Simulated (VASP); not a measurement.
Runs of VASP 6.6.1 on Ba. The cell holds a slab with vacuum, 3 atoms: a = 4.572 Å, b = 4.572 Å, c = 22.466 Å, α = 90.00°, β = 90.00°, γ = 120.00°. 

```tsv
task	level	spin	cell	k mesh	smearing	atoms held fixed (from 0)	gap on the mesh (eV)	largest force (eV/Å)	work function (eV)
work function	PBE	off	the (1 1 1) slab of Ba, cut from the database cell, not relaxed	7 × 7 × 1	gaussian 0.05 eV	-	none	0.09	(a)
relaxation of the atoms	PBE+D3	off	atoms relaxed from: the (1 1 1) slab of Ba, cut from the database cell, not relaxed	7 × 7 × 1	gaussian 0.05 eV	[0]	none	-	-
single point	PBE	off	the (1 1 1) slab of Ba, cut from the database cell, not relaxed	7 × 7 × 1	fermi-dirac 0.05 eV	-	none	0.09	2.38
relaxation of the atoms	PBE	off	atoms relaxed from: the (1 1 1) slab of Ba, cut from the database cell, not relaxed	7 × 7 × 1	gaussian 0.05 eV	[0]	none	-	-
```

Alike in all rows: potentials or basis VASP PAW PBE potentials, release 64 (Ba_sv); cutoff (eV) 520.

Estimate the missing entries.

(a) 2.37.

A k mesh can miss the band edges, and the runs leave out spin-orbit coupling on Ba.

A gap of «none» marks a metal or a gap under the smearing width.
